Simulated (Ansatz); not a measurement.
**BaO: band gap under strain**

How does strain move the band edges of BaO in the rocksalt structure, and do the functionals agree on it? States: +2.0 % equal strain in all directions; +3.0 % equal strain in all directions; +4.0 % equal strain in all directions.

Program: Ansatz 0.2.0. PAW datasets, plane waves. Computed at 0 K without zero-point motion; spin polarisation is off.

### 1 The cell

The unstrained cell was relaxed with r2SCAN; in each strained cell the atoms were relaxed again with r2SCAN. Names of k-points are those of the unstrained zone, where strain can split equivalent points. First state: +2.0 % equal strain in all directions.

It is cubic, Fm-3m (No. 225); a = 5.655 Å in the conventional setting, 22.60 Å³ an atom. Near Ba stand 6 O at 2.83 Å; near O stand 6 Ba at 2.83 Å.

As a file:

```cif
data_structure
_symmetry_space_group_name_H-M 'Fm-3m'
_symmetry_Int_Tables_number 225
_cell_length_a 5.6548
_cell_length_b 5.6548
_cell_length_c 5.6548
_cell_angle_alpha 90.000
_cell_angle_beta 90.000
_cell_angle_gamma 90.000
_cell_volume 180.82
loop_
_atom_site_label
_atom_site_type_symbol
_atom_site_symmetry_multiplicity
_atom_site_Wyckoff_symbol
_atom_site_fract_x
_atom_site_fract_y
_atom_site_fract_z
_atom_site_occupancy
Ba1 Ba 4 a 0.00000 0.00000 0.00000 1
O1 O 4 b 0.50000 0.00000 0.00000 1
```

From earlier runs on the unstrained cell: PBE 2.05 eV, r2SCAN 2.38 eV, HSE06 3.32 eV, r2SCAN+SOC 2.34 eV; a = 5.544 Å.

### 2 +2.0 % equal strain in all directions: PBE

input.yaml

```yaml
crystal:
  lattice:
    - [0.0, 2.8273815352, 2.8273815352]
    - [2.8273815352, 0.0, 2.8273815352]
    - [2.8273815352, 2.8273815352, 0.0]
  atoms:
    - { symbol: Ba, position: [0.0, 0.0, 0.0] }
    - { symbol: O, position: [0.5, 0.5, 0.5] }
kpoints:
  mp_grid: { grid: [8, 8, 8] }
  band_path:
    path:
      - [0.0, 0.0, 0.0]
      - [0.5, 0.0, 0.5]
      - [0.625, 0.25, 0.625]
      - [0.375, 0.375, 0.75]
      - [0.5, 0.5, 0.5]
      - [0.5, 0.25, 0.75]
      - [0.0, 0.5, 0.5]
    npoints: 1
hamiltonian:
  xc: pbe
scf:
  occupations: { method: fermi_dirac, width: 0.02 }
  n_extra_bands: 4
output:
  forces: true
  stress: true
  eigenvalues: true
```

On the command line:

```
ansatz run input.yaml --threads 2 --pin off --max-ram 29491MiB --backend cpu --events-out ev --progress --plain --runs-dir out
```

Further steps of the session: +2.0 % equal strain in all directions: r2SCAN; +2.0 % equal strain in all directions: HSE06; +2.0 % equal strain in all directions: r2SCAN+SOC; +2.0 % equal strain in all directions: r2SCAN; +3.0 % equal strain in all directions: PBE; +3.0 % equal strain in all directions: r2SCAN; +3.0 % equal strain in all directions: HSE06; +3.0 % equal strain in all directions: r2SCAN+SOC; +3.0 % equal strain in all directions: r2SCAN; +4.0 % equal strain in all directions: PBE; +4.0 % equal strain in all directions: r2SCAN; +4.0 % equal strain in all directions: HSE06; +4.0 % equal strain in all directions: r2SCAN+SOC; +4.0 % equal strain in all directions: r2SCAN.

What does the calculation give?

As calculated:

Least gap in eV (negative: overlap), with the change from the unstrained cell in brackets:

```
                                state  volume change (%)           PBE        r2SCAN         HSE06
+2.0 % equal strain in all directions               +6.1  2.22 (+0.17)  2.55 (+0.17)  3.50 (+0.18)
+3.0 % equal strain in all directions               +9.3  2.30 (+0.25)  2.62 (+0.24)  3.57 (+0.25)
+4.0 % equal strain in all directions              +12.5  2.36 (+0.31)  2.69 (+0.31)  3.63 (+0.31)
```

What this shows: The largest move of the HSE06 gap in the table is +0.305 eV, under +4.0 % equal strain in all directions. PBE and HSE06 differ by 1.27 eV on the unstrained gap, and by at most 0.00 eV on its change: the two disagree on the size of the gap but agree on its response to strain. Spin-orbit coupling is left out of the table, though the cell holds Ba (Z = 56).
